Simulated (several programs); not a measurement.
HgTe (wurtzite) from semi-empirical methods to plane-wave DFT

HgTe (wurtzite), relaxed with r2SCAN in Ansatz, was computed with several methods. The symmetry is P6_3mc (No. 186, hexagonal); conventional cell a = 4.643 Å, c = 7.625 Å, 35.58 Å³ an atom. Hg has 4 Te at 2.85 Å; Te has 4 Hg at 2.85 Å. Values at 0 K without nuclear motion; spin polarisation is off, and the phase may be a hypothetical one.

```xyz
4
Lattice="4.6426 0.0000 0.0000 -2.3213 4.0206 0.0000 0.0000 0.0000 7.6245" Properties=species:S:1:pos:R:3 pbc="T T T"
Hg    0.0000    2.6804    0.0038
Hg    2.3213    1.3402    3.8160
Te    0.0000    2.6804    2.8554
Te    2.3213    1.3402    6.6676
```

Gaps and times are for a single point on this cell; volume and bulk modulus come from each method's own relaxation or energy curve at fixed shape, which is too stiff where a cell has free coordinates or axes. Times are rough, from shared hosts (Arm Neoverse V1; Arm Neoverse V2), and each method has its own mesh and cell size. A double dagger marks a value from a curve with shape and coordinates held. A star marks a curve whose lowest point is an end point. PM6 (MOPAC), PM7 (MOPAC), GFN1-xTB (tblite), GFN2-xTB (tblite) treat a cluster of cells at its zone centre, which samples few k points: where these miss a band edge, the gap comes out too large for that reason alone. Gaps from k meshes are read at a limited set of points (mesh, symmetry points, PBE's band edges), so each method's own least gap may be somewhat smaller. Force fields have no electrons; where one was fitted to this phase, its volume and modulus reflect the fit. xTB and the PM methods were fitted mostly to molecules, and can miss a solid's gap by electronvolts. Minimal bases can be far off for gaps. Times of the plane-wave ladder aren't listed, since it ran on unlike processors and cards. d marks a direct gap, i an indirect one (no mark: not told apart), a dash a value that wasn't computed or didn't pass its checks.

| method | kind | gap (eV) | own volume (Å³/atom) | bulk modulus (GPa) | atoms computed | processor time |
| --- | --- | --- | --- | --- | --- | --- |
| PBEsol | semilocal | – | 34.54 | – | 4 | – |
| CdTeZnSeHgS0.sw (LAMMPS) | force field | – | 33.70 | 42‡ | 4 | 0.12 s |
| GFN1-xTB (tblite) | tight binding | 0.04 | – | – | cluster | 2 s |
| PM6 (MOPAC) | semi-empirical | 7.70 | – | – | cluster | 2 s |
| PM7 (MOPAC) | semi-empirical | 8.12 | 31.84*‡ | 126*‡ | cluster | 2.3 s |
| light PBE (260 eV and a coarse mesh) | light plane-wave | overlap 0.01 | – | – | 4 | 3.3 s |
| GFN2-xTB (tblite) | tight binding | 0 | – | – | cluster | 4.4 s |
| PBE/SZV (CP2K) | small basis | 0 | 39.16*‡ | 35*‡ | 4 | 8 s |
| PBE | semilocal | 0 | 36.86 | 34‡ | 4 | – |
| LDA | semilocal | overlap 0.01 | 33.35 | – | 4 | – |
| PBE/single zeta (GPAW) | small basis | 0 | – | – | 4 | 17 s |
| PBE/DZVP (CP2K) | small basis | 0 | 37.54‡ | 34‡ | 4 | 19 s |
| r2SCAN | semilocal | 0 | 35.58 | 40‡ | 4 | – |
| PBE+SOC | semilocal | 0.01 | – | – | 4 | – |
| PBE0 | hybrid | 0.44 d | – | – | 4 | – |

Volumes against r2SCAN's: PBEsol -2.9 %, CdTeZnSeHgS0.sw (LAMMPS) -5.3 %, PBE +3.6 %, LDA -6.3 %.

With PBE and r2SCAN the bands overlap or touch, or nearly. Semilocal functionals can close a real gap, so this doesn't show a metal; small gaps of other methods may in turn close between the points read or with spin-orbit coupling, and the solid may be a semimetal.

Only the rows marked +SOC include spin-orbit coupling.
